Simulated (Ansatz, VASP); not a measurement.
## Cross-check of TiTe2 between VASP and Ansatz

One calculation is typed for both programs; each brings its own data sets. How far apart do they land? The cell is taken from a series of runs on this material, whose earlier steps may have relaxed, scaled, displaced or heated it; both programs get it as it stands.

Main program and level: Ansatz 0.2.0; plane waves, with VASP 6.6.1 beside it; single point at PBE.

## Step 1: The structure

The cell holds 3 atoms: 1 Ti and 2 Te. Cell: a = 3.760 Å, b = 3.760 Å, c = 30.970 Å, α = 90.0°, β = 90.0°, γ = 120.0°. Vacuum lies along c.

## Step 2: VASP: single point, PBE

A single point gives forces, pressure and levels at one fixed geometry, so differences don't come from the geometry; what else differs is listed under the comparison.

Lines of VASP's logs that name or quote its potential files are left out, and so is its time.

Input file INCAR:

```
SYSTEM = TiTe2
PREC = Accurate
ENCUT = 400
EDIFF = 1E-06
NELM = 120
ISMEAR = 0
SIGMA = 0.08
LREAL = .FALSE.
ALGO = Normal
GGA = PE
NBANDS = 18
LASPH = .TRUE.
LORBIT = 11
LWAVE = .FALSE.
LCHARG = .FALSE.
ISIF = 2
LDIPOL = .TRUE.
IDIPOL = 3
DIPOL = 0.5 0.5 0.31
LVHAR = .TRUE.
GGA_COMPAT = .FALSE.
EFERMI = MIDGAP
NELMDL = -8
```

Input file POSCAR:

```
TiTe2
1.0
   -3.2561534600      1.8799410800      0.0000000000
    0.0000000000     -3.7598821600      0.0000000000
    0.0000000000      0.0000000000     30.9699400800
Ti Te
1 2
Direct
    0.0000000000      0.0000000000      0.3104064229
    0.3333333333      0.6666666667      0.3678844692
    0.3333333333      0.6666666667      0.2529283766
```

Input file KPOINTS:

```
Automatic mesh
0
Gamma
6 6 1
0 0 0
```

The projector-augmented-wave data sets are Ti_sv and Te (PBE family, release 64).

On the command line:

```sh
$ mpirun -np 1 vasp_std
```

Numbers of over 12 decimals in the logs are rounded to 6 here.

What it wrote:

```text
[banner, memory and clock lines left out]
running    1 mpi-ranks, on    1 nodes
 distrk:  each k-point on    1 cores,    1 groups
 distr:  one band on    1 cores,    1 groups

 POSCAR found type information on POSCAR TiTe
 POSCAR found :  2 types and       3 ions
 LDA part: xc-table for (Slater+PW92), standard interpolation
 POSCAR, INCAR and KPOINTS ok, starting setup
 FFT: planning ... GRIDC
 FFT: planning ... GRID_SOFT
 FFT: planning ... GRID
 WAVECAR not read
 entering main loop
       N       E                     dE             d eps       ncg     rms          rms(c)
DAV:   1     0.138229994212E+03    0.13823E+03   -0.91411E+03   308   0.795E+02
DAV:   2    -0.366839720525E+00   -0.13860E+03   -0.13668E+03   348   0.210E+02
DAV:   3    -0.172155541370E+02   -0.16849E+02   -0.16769E+02   468   0.668E+01
DAV:   4    -0.181688789662E+02   -0.95332E+00   -0.94971E+00   334   0.158E+01
DAV:   5    -0.182597510275E+02   -0.90872E-01   -0.90808E-01   388   0.373E+00
DAV:   6    -0.182607614764E+02   -0.10104E-02   -0.10103E-02   360   0.491E-01
DAV:   7    -0.182607897520E+02   -0.28276E-04   -0.28275E-04   372   0.719E-02
DAV:   8    -0.182607900357E+02   -0.28368E-06   -0.28361E-06   376   0.795E-03    0.119E+01
DAV:   9    -0.189259062233E+02   -0.66512E+00   -0.43665E+01   296   0.398E+01    0.177E+01
DAV:  10    -0.164631831389E+02    0.24627E+01   -0.50435E+01   338   0.397E+01    0.673E+00
DAV:  11    -0.159943549709E+02    0.46883E+00   -0.14413E+00   290   0.821E+00    0.323E+00
DAV:  12    -0.158789669785E+02    0.11539E+00   -0.12763E+00   358   0.737E+00    0.170E+00
DAV:  13    -0.158744116959E+02    0.45553E-02   -0.31224E-01   292   0.440E+00    0.100E+00
DAV:  14    -0.158644709029E+02    0.99408E-02   -0.72176E-02   274   0.205E+00    0.276E-01
[...]
DAV:  22    -0.158646157912E+02   -0.32155E-04   -0.80484E-06   250   0.175E-02    0.845E-03
DAV:  23    -0.158646396499E+02   -0.23859E-04   -0.33018E-06   260   0.977E-03    0.367E-03
DAV:  24    -0.158646492757E+02   -0.96258E-05   -0.36935E-07   242   0.305E-03    0.507E-03
DAV:  25    -0.158646529915E+02   -0.37158E-05   -0.10915E-07   196   0.194E-03    0.341E-03
DAV:  26    -0.158646540512E+02   -0.10597E-05   -0.72251E-08   150   0.207E-03    0.202E-03
DAV:  27    -0.158646555096E+02   -0.14584E-05   -0.59035E-08   146   0.127E-03    0.532E-04
DAV:  28    -0.158646568605E+02   -0.13509E-05   -0.43195E-08   168   0.927E-04    0.500E-04
DAV:  29    -0.158646573402E+02   -0.47971E-06   -0.99702E-09   148   0.545E-04
   1 F= -.15864657E+02 E0= -.15864171E+02  d E =-.973162E-03
```

Parts of OUTCAR (step 2):

```text
ion  position               nearest neighbor table
   1  0.000  0.000  0.310-   2 2.81   3 2.81   2 2.81   3 2.81   2 2.81   3 2.81
   2  0.333  0.667  0.368-   1 2.81   1 2.81   1 2.81   3 3.56
   3  0.333  0.667  0.253-   1 2.81   1 2.81   1 2.81   2 3.56

  LATTYP: Found a hexagonal cell.
 ALAT       =     3.7598821550
 C/A-ratio  =     8.2369443518

 Subroutine GETGRP returns: Found 12 space group operations
 (whereof  6 operations were pure point group operations)

The static configuration has the point symmetry C_3v.
 The point group associated with its full space group is D_3h.

 Found      7 irreducible k-points:

   k-points           NKPTS =      7   k-points in BZ     NKDIM =      7   number of bands    NBANDS=     18

   dimension x,y,z NGX =    28 NGY =   28 NGZ =  210
   dimension x,y,z NGXF=    56 NGYF=   56 NGZF=  420

   ENCUT  =  400.0 eV  29.40 Ry    5.42 a.u.   6.13  6.13 50.50*2*pi/ulx,y,z

   NELECT =      24.0000    total number of electrons

 k-points in reciprocal lattice and weights: Automatic mesh
   0.00000000  0.00000000  0.00000000       0.028
   0.16666667  0.00000000  0.00000000       0.167
   0.33333333  0.00000000  0.00000000       0.167
   0.50000000  0.00000000  0.00000000       0.083
   0.16666667  0.16666667  0.00000000       0.167
   0.33333333  0.16666667  0.00000000       0.333
   0.33333333  0.33333333  0.00000000       0.056

 dipolmoment           0.000000      0.000000      0.000003 electrons x Angstroem

 average (electrostatic) potential at core
       1 -84.0441       2 -96.4419       3 -96.4419

 E-fermi :  -2.7560

 k-point     1 :       0.0000    0.0000    0.0000
  band No.  band energies     occupation
    ...
      8      -3.7356      2.00000
      9      -3.5973      2.00000
     10      -3.5973      2.00000
     11      -2.8602      1.93456
     12      -2.8602      1.93456
     13      -1.9383      0.00000
     14      -0.0547      0.00000
     15      -0.0547      0.00000
     16       0.0865      0.00000
     17       0.0865      0.00000
    ...

 k-point     2 :       0.1667    0.0000    0.0000
  band No.  band energies     occupation
    ...
      8      -4.5122      2.00000
      9      -4.0239      2.00000
     10      -3.4859      2.00000
     11      -3.2401      2.00000
     12      -3.2267      2.00000
     13      -2.1134      0.00000
     14      -0.6910      0.00000
     15      -0.6345      0.00000
     16      -0.3905      0.00000
     17       0.1484      0.00000
    ...

 k-point     3 :       0.3333    0.0000    0.0000
  band No.  band energies     occupation
    ...
      8      -5.7394      2.00000
      9      -5.4616      2.00000
     10      -3.8298      2.00000
     11      -3.4619      2.00000
     12      -3.2832      2.00000
     13      -2.5788      0.00173
     14      -1.0201      0.00000
     15      -0.9166      0.00000
     16      -0.2502      0.00000
     17       0.3781      0.00000
    ...

  Total       -0.0655858     -0.0655858     -0.0080687      0.0000000     -0.0000000      0.0000000
  in kB       -0.2771410     -0.2771410     -0.0340953      0.0000000     -0.0000000      0.0000000
  external PRESSURE =      -0.1961258 kB  Pullay stress =       0.0000000 kB

  energy-cutoff  :      400.00
  volume of cell :      379.16
      direct lattice vectors                 reciprocal lattice vectors
    -3.256153460  1.879941080  0.000000000    -0.307110833  0.000000000  0.000000000
     0.000000000 -3.759882160  0.000000000    -0.153555416 -0.265965782  0.000000000
     0.000000000  0.000000000 30.969940080     0.000000000  0.000000000  0.032289375

 POSITION                                       TOTAL-FORCE (eV/Angst)
 -----------------------------------------------------------------------------------
      0.00000      0.00000      9.61327        -0.000000     -0.000000     -0.000000
     -1.08538     -1.87994     11.39336         0.000000      0.000000      0.018348
     -1.08538     -1.87994      7.83318         0.000000      0.000000     -0.018348
 -----------------------------------------------------------------------------------
    total drift:                               -0.000000      0.000001      0.000100

  FREE ENERGIE OF THE ION-ELECTRON SYSTEM (eV)
  ---------------------------------------------------
  free  energy   TOTEN  =       -15.8646573402 eV

  energy  without entropy=      -15.8636841782  energy(sigma->0) =      -15.86417076

 vacuum level on the upper side and lower side of the slab         2.497         2.497

 total charge
# of ion       s       p       d       tot
------------------------------------------
    1        2.159   6.109   1.863  10.132
    2        1.382   2.003   0.032   3.416
    3        1.382   2.003   0.032   3.416
--------------------------------------------------
tot          4.923  10.114   1.928  16.965

[... 3 further parts left out ...]
```

## Step 3: Ansatz: single point, PBE

Ansatz runs on its default PAW (the set named soft_2) files.

The same cell, functional, mesh and smearing now go to Ansatz, which takes its cutoff from its data sets.

Input file input.yaml:

```yaml
crystal:
  lattice:
    - [-3.25615346, 1.87994108, 0.0]
    - [0.0, -3.75988216, 0.0]
    - [0.0, 0.0, 30.96994008]
  atoms:
    - { symbol: Ti, position: [0.0, 0.0, 0.3104064229] }
    - { symbol: Te, position: [0.3333333333, 0.6666666667, 0.3678844693] }
    - { symbol: Te, position: [0.3333333333, 0.6666666667, 0.2529283766] }
  periodic: [true, true, false]
kpoints:
  mp_grid: { grid: [6, 6, 1] }
  band_path:
    path:
      - [0.0, 0.0, 0.0]
      - [0.5, 0.0, 0.0]
      - [0.33333333, 0.33333333, 0.0]
      - [0.0, 0.0, 0.0]
    npoints: 10
hamiltonian:
  xc: pbe
scf:
  occupations: { method: gaussian, width: 0.08 }
  n_extra_bands: 19
  max_iter: 150
  lower_state_search: "off"
output:
  eigenvalues: true
  forces: true
  stress: true
  fatbands: true
  write_density: true
  write_potential: true
  elf: true
  volumetric_format: npy
```

On the command line:

```sh
$ ansatz run input.yaml --threads 8 --pin off --max-ram 14745MiB --backend cpu --events-out ev --progress --plain --runs-dir out
```

What it wrote:

```text
scf.n_extra_bands = 19 over 22 filled bands (N_el = 44.0): the run solves 41 bands
Engine: ansatz 0.2.0, aarch64-unknown-linux-gnu
Pseudopotentials: kind: paw
Pseudopotential: Ti, paw, valence charge 12, recommended cutoff 420 eV (normal), Ti.paw.azcp
Pseudopotential: Te, paw, valence charge 16, recommended cutoff 420 eV (normal), Te.paw.azcp
Functional definition: PBE
  parameter kappa = 0.804
  parameter beta = 0.066725
  exchange = pbe_x(kappa = kappa, mu = beta*pi^2/3)
  correlation = pbe_c(beta = beta)
Crystal: 3 atoms, lattice volume = 379.157 Å³
Basis set: ecut = 420 eV, 7447 PW (Γ), exchange–correlation on 54×54×432 points (8 copies of the dense FFT grid, shifted against one another)
Bands: 41, of which v1, the nominal top of the filled ones, is band 22 counted from 1 (21 counted from 0)
Symmetry: 12 space group operations
Space group: P-6m2 (ITA 187), of the structure as read, at distance tolerance 7.2e-5 Å
k-points: 7 of 36 (time reversal used)
Non-local potential: Ti, projectors of the file, l = 0: 3, l = 1: 2, l = 2: 3, l = 3: 1
Non-local potential: Te, projectors of the file, l = 0: 2, l = 1: 2, l = 2: 2, l = 3: 2
PAW form: soft (Blöchl's): semilocal exchange-correlation on the pseudo side does not see the compensation charge
PAW one-centre angular grid: Ti, 590 points (default); XC on 64 Gauss nodes
PAW one-centre angular grid: Te, 590 points (default); XC on 64 Gauss nodes
Initial density: superposition of atomic densities (neutral atoms: chi_scale 0, normalization atom), corrected by the library's trained network
Initial wavefunctions: pseudopotential atomic-orbital guess
Functional: x = pbe(κ = 0.804, μ = 0.219515), c = pbe(β = 0.066725)
SCF iter   1: F=—  HF=-16461.345055 eV  |F-HF|=—  |Δ(HF+E_count)|=         —  Δρ=3.55e-3  dr2=1.27e-1  ethr=1.77e-3  ⟨swp⟩=10.7  Hψ=1920  notcnv=0  defer=43
preconditioner: auto → LDOS  [insulator: Δε(μ)=0.250 eV  Ē_g=10.466 eV  σ=0.080 eV  W_gap=0.97  n_scr=18 (ndim 8)  ℏωp=7.6 eV  f_vac=0.753  D(μ)=0.17/eV (n_scr^D=2)  ε∞_Penn≈1.5  β→1.0]
SCF iter   2: F=—  HF=-16461.373687 eV  |F-HF|=—  |Δ(HF+E_count)|=   2.86e-2  Δρ=4.99e-3  dr2=3.63e-1  ethr=2.89e-4  ⟨swp⟩=4.0  Hψ=585  notcnv=0  defer=94  recentre
SCF iter   3: F=—  HF=-16461.338553 eV  |F-HF|=—  |Δ(HF+E_count)|=   3.51e-2  Δρ=1.53e-3  dr2=2.04e-2  ethr=2.89e-4  ⟨swp⟩=2.9  Hψ=301  notcnv=0  defer=94
SCF iter   4: F=—  HF=-16461.338419 eV  |F-HF|=—  |Δ(HF+E_count)|=   1.34e-4  Δρ=3.21e-4  dr2=4.42e-4  ethr=4.63e-5  ⟨swp⟩=2.9  Hψ=276  notcnv=0  defer=94
SCF iter   5: F=—  HF=-16461.338192 eV  |F-HF|=—  |Δ(HF+E_count)|=   2.27e-4  Δρ=1.07e-4  dr2=6.43e-5  ethr=1.00e-6  ⟨swp⟩=3.0  Hψ=394  notcnv=0  defer=94
SCF iter   6: F=—  HF=-16461.338265 eV  |F-HF|=—  |Δ(HF+E_count)|=   7.23e-5  Δρ=4.05e-5  dr2=1.88e-5  ethr=1.46e-7  ⟨swp⟩=3.3  Hψ=495  notcnv=0  defer=94
SCF iter   7: F=—  HF=-16461.338264 eV  |F-HF|=—  |Δ(HF+E_count)|=   8.91e-7  Δρ=2.07e-5  dr2=1.94e-6  ethr=4.28e-8  ⟨swp⟩=3.1  Hψ=363  notcnv=0  defer=94
SCF iter   8: F=-16461.338264 eV  HF=-16461.338264 eV  |F-HF|=3.93e-8  |Δ(HF+E_count)|=   6.25e-8  Δρ=5.88e-6  dr2=8.34e-8  ethr=2.27e-10  ⟨swp⟩=29.3  Hψ=3867  notcnv=0
SCF 1 converged in 8 iterations: F = -16461.338264 eV  dr2 = 8.34e-8
  greatest PAW one-centre occupation: 0.999 electrons in one spin orbital (limit 2), on the Ti atom at site 0 (counted from 0), in its partial waves of l = 0
NSCF: frozen V_eff on 31 k-points
WARN: The input density's exchange-correlation potential varies sharply where the density is thin. Do not read a vacuum level from v_tot or v_xc, or from such a field of the output density. On a cell that repeats whose density bears no net charge and no dipole along the vacuum's axis use v_es (v_loc + v_h of the components); under efield.dipole_correction with no amplitude use v_es + v_field, which holds any external [...]
SCF converged after 8 iterations
Free energy (F): -16461.338264 eV
Harris-Foulkes:  -16461.338264 eV  (|F-HF|=3.93e-8)
Internal energy: -16461.337309 eV  (E = F + TS)
E sigma→0 (E₀):  -16461.337786 eV
Entropy (-TS):   -0.000954 eV (-0.318 meV/atom)
Fermi energy:    -5.245847 eV
--- Per-component energies (eV) ---
  E_band       = -1331.540348
  E_kinetic    = 632.396407
  E_local      = -87799.939709  (includes V_loc(G=0)·N_el)
  E_nonlocal   = -611.692932
  E_hartree    = 43854.414478
  E_xc         = -345.808899
  E_vxc        = -329.842366  (∫ρ·V_xc dr)
  E_paw        = -10372.630030  (= ΣΔE_a)
  E_vpaw       = -931.276170  (= ΣTr[D̂ρ^β])
  E_aug_tail   = -0.000236  (compensation charges beyond the density's cutoff)
  E_ewald      = 38181.923611
  E_smearing   = -0.000954  (= −TS)
  E_closure    = 0.000000  (closes the sum)
  Σ components = -16461.338264   (vs F -16461.338264, Δ=0.00e0)
--- Forces (eV/Å), atoms counted from 1 ---
  atom   1  Ti    -0.00000000     0.00000000     0.00000000
  atom   2  Te    -0.00000000    -0.00000000     0.00127474
  atom   3  Te    -0.00000000    -0.00000000    -0.00127474
  max |Σ_I F_I| component: 4.39e-17 eV/Å
--- 2D stress c σ (N/m, compression-positive) ---
       -0.009914       0.000000       0.000000
        0.000000      -0.009914       0.000000
        0.000000       0.000000       0.000000
  P = ½ c Tr σ = -0.0099 N/m
--- Band table (eV; the first three rows and the last of 7) ---
  k-point 0: bands = [... 18 lower, -6.0838, -6.0838, -5.3506, -5.3506, -4.4319, -2.5486, -2.5486, -2.4070, ... 15 higher]
  k-point 1: bands = [... 18 lower, -6.5163, -5.9730, -5.7308, -5.7248, -4.6055, -3.1811, -3.1242, -2.8815, ... 15 higher]
  k-point 2: bands = [... 18 lower, -7.9529, -6.3205, -5.9625, -5.7724, -5.0678, -3.5063, -3.4058, -2.7377, ... 15 higher]
  k-point 6: bands = [... 18 lower, -8.4376, -7.6748, -7.6348, -5.9801, -4.5021, -3.8238, -3.0564, -3.0012, ... 15 higher]
  ° read free of the cell's end (the report's vacuum.weakly_bound_levels)
  °? not known for the slab's own: over its row's bound_up_to_ev there, or no deeper under its free states than its continued_xc_part_ev in size
```

Reading the cycles: dr2 is the Hartree energy of the density residual (eV), the measure of convergence; HF is the Harris–Foulkes estimate of the energy, which meets the free energy F at convergence.

## Step 4: Comparison

Known differences besides the potentials themselves: Ansatz cuts the interaction across the vacuum, VASP repeats the sheet with a dipole correction; the data sets hold 44 valence electrons in Ansatz (on its default PAW (the set named soft_2) files) and 24 in VASP; the cutoff is 420 eV in Ansatz and 400 eV in VASP. Total energies have different zeros and are not compared.

Compared:

| quantity | Ansatz | VASP | difference |
| --- | --- | --- | --- |
| gap on the k mesh (eV) | 0.221 | 0.220 | +0.001 |

At this near-relaxed geometry the largest component of a force difference is 17 meV/Å. A gap on the mesh is an upper bound, since the band edges may lie between its points. With vacuum in the cell, a pressure given here is an average over mostly empty space and none of the material.

## Step 5: Outcome

```yaml
difference_in_gap_on_the_k_mesh_single_point_pbe: 0.0010 eV
r_m_s_force_difference_single_point_pbe: 8.1 meV/Å
```

The r.m.s. force difference is 8.1 meV/Å (single point, PBE), within the 12 meV/Å picked in this series as the mark of a large difference. The data sets hold unlike numbers of valence electrons (44 in Ansatz and 24 in VASP), so part of the differences comes from the potentials. How closely two codes agree says nothing of how well the functional describes the real material.

[Lines on the potential files, build, host, timing and source positions are cut from VASP's logs without a mark.]

[Logs are printed without paths, hosts, clocks, repeated set-up lines and the standing remarks that a program may print on its own settings, such as how far it seeks lower states.]

[Hosts, paths, dates, database ids (printed as entryN), source tags and the programs' standing remarks are cut or masked in the printed files.]
